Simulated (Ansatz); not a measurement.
**InAs (Fm-3m): energy and pressure against volume**

An exercise on one series of results from a longer session: the logs are not shown, and one member is left open.

Computed with Ansatz 0.2.0 (DFT PBE, scalar-relativistic, plane waves, PAW, unless a step's input says otherwise).

## The structure to begin with

The structure is cubic, space group Fm-3m (No. 225). The conventional cell has a = 5.747 Å, b = 5.747 Å, c = 5.747 Å, α = 90.00°, β = 90.00°, γ = 90.00°. In (site symmetry m-3m) is surrounded by 6 As at 2.87 Å. As (site symmetry m-3m) has 6 In at 2.87 Å as nearest neighbours.

As a file:

```cif
data_structure
_symmetry_space_group_name_H-M 'P 1'
_symmetry_Int_Tables_number 1
_cell_length_a 4.0637
_cell_length_b 4.0637
_cell_length_c 4.0637
_cell_angle_alpha 60.000
_cell_angle_beta 60.000
_cell_angle_gamma 60.000
_cell_volume 47.45
loop_
_atom_site_label
_atom_site_type_symbol
_atom_site_fract_x
_atom_site_fract_y
_atom_site_fract_z
_atom_site_occupancy
In1 In 0.50000 0.50000 0.50000 1
As1 As 0.00000 0.00000 0.00000 1
```

An earlier run at PBE left this cell at 23.726 Å³/atom and 0.07 GPa (14×14×14 mesh).

The first run:

Contents of input.yaml:

```yaml
crystal:
  lattice:
    - [0.0, 2.8346271336, 2.8346271336]
    - [2.8346271336, 0.0, 2.8346271336]
    - [2.8346271336, 2.8346271336, 0.0]
  atoms:
    - { symbol: In, position: [0.5, 0.5, 0.5] }
    - { symbol: As, position: [0.0, 0.0, 0.0] }
basis:
  ecutwfc: 420
  ecutrho_ratio: 4
kpoints:
  mp_grid: { grid: [14, 14, 14] }
hamiltonian:
  xc: pbe
scf:
  occupations: { method: gaussian, width: 0.05 }
output:
  forces: true
  stress: true
  eigenvalues: true
```

Command:

```
> ansatz run input.yaml --threads 1 --pin off --max-ram 2560MiB --backend cpu --events-out ev --progress --plain --runs-dir out
```

Steps of the session up to this table: Volume × 0.96; Volume × 1.04; Volume × 0.92; Volume × 0.88; Volume × 0.84; Volume × 0.8.

One of the session's tables, all rows but one given; the rest of the session is left out.

It belongs to the step «The curve». 

```
volume (Å³/atom)  energy above the lowest (meV/atom)  pressure (GPa)
          18.980                               284.0            23.7
          19.929                                   ?               ?
          20.878                                85.7            10.8
          21.828                                35.3             6.4
          22.777                                 8.4             2.9
          23.726                                 0.0             0.1
          24.675                                 6.4            -2.1
```

Q: Estimate the row for volume (Å³/atom) = 19.929 from the others.

Worked estimate for «energy above the lowest (meV/atom)». A straight line through the neighbours (18.980, 284.0) and (20.878, 85.7) gives 284.0 + (85.7 − 284.0) × (19.929 − 18.980) / (20.878 − 18.980) = 184.9; a parabola fitted to 3 rows on both sides gives 168.6.

**Answer.** energy above the lowest (meV/atom): 165.8; pressure (GPa): 16.5. In «energy above the lowest (meV/atom)» the line misses by +19.1 and the parabola by +2.8.

To keep in mind: Other structures may be lower in enthalpy at these pressures.
